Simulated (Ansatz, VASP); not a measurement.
**Two plane-wave programs on C**

File INCAR:

```
PREC = Accurate ; ENCUT = 520
EDIFF = 1E-7 ; ISMEAR = -1
SIGMA = 0.02 ; LREAL = F
LASPH = T ; NELM = 100
ALGO = Normal ; ISIF = 2
LWAVE = F ; LCHARG = F
GGA = PE ; NBANDS = 16
```

The input KPOINTS:

```
regular mesh
0
Gamma
  12 12 6
```

POSCAR

```
C
1.0
    2.4531314643      0.0000000000      0.0000000000
   -1.2265657322      2.1244741669      0.0000000000
    0.0000000000      0.0000000000      4.1702101686
C
4
Direct
    0.3333333333      0.6666666667      0.0004560205
    0.6666666667      0.3333333333      0.5004560205
    0.3333333333      0.6666666667      0.3745439795
    0.6666666667      0.3333333333      0.8745439795
```

Input for Ansatz:

```yaml
crystal:
  lattice:
    - [2.4531314643, 0.0, 0.0]
    - [-1.2265657322, 2.1244741669, 0.0]
    - [0.0, 0.0, 4.1702101686]
  atoms:
    - { symbol: C, position: [0.3333333333, 0.6666666667, 0.0004560205] }
    - { symbol: C, position: [0.6666666667, 0.3333333333, 0.5004560205] }
    - { symbol: C, position: [0.3333333333, 0.6666666667, 0.3745439795] }
    - { symbol: C, position: [0.6666666667, 0.3333333333, 0.8745439795] }
kpoints:
  mp_grid: { grid: [12, 12, 6] }
  band_path:
    path:
      - [0.0, 0.0, 0.0]
      - [0.5, 0.0, 0.0]
      - [0.3333333333, 0.3333333333, 0.0]
      - [0.0, 0.0, 0.5]
      - [0.5, 0.0, 0.5]
      - [0.3333333333, 0.3333333333, 0.5]
    npoints: 1
hamiltonian:
  xc: pbe
scf:
  occupations: { method: fermi_dirac, width: 0.02 }
  n_extra_bands: 5
output:
  forces: true
  stress: true
  eigenvalues: true
  write_density: true
  write_potential: true
  elf: true
  volumetric_format: npy
```

Change from the starting cell: epitaxial_xy strain -2.0%.

Alike in both runs: task single point; functional PBE; k mesh 12 × 12 × 6; occupations fermi-dirac, width 0.02 eV; no spin polarisation.

|  | VASP | Ansatz |
| --- | --- | --- |
| version | VASP 6.6.1 | Ansatz 0.2.0 |
| potentials or method | VASP PAW PBE potentials, release 64 (C) | plane waves, PAW |
| plane-wave cutoff (eV) | 520 | 420 |
| valence electrons in the cell | 16 | 16 |

|  | VASP | Ansatz | Ansatz less VASP |
| --- | --- | --- | --- |
| gap on the k mesh at the Fermi level (eV) | 3.11 | 3.12 | +0.015 |
| pressure (GPa) | 24.5 | 23.6 | -0.85 |
| largest component of the traceless stress (GPa) | 19.59 | 19.40 | -0.193 |
| rms of the force components (eV/Å) | 0.031 | 0.025 | -0.0062 |

Atom by atom the forces differ by 0.006 eV/Å (rms over components).

Caveats: so large a pressure means that the cell lies far from this level's equilibrium, or that cutoff or potentials fall short (VASP).
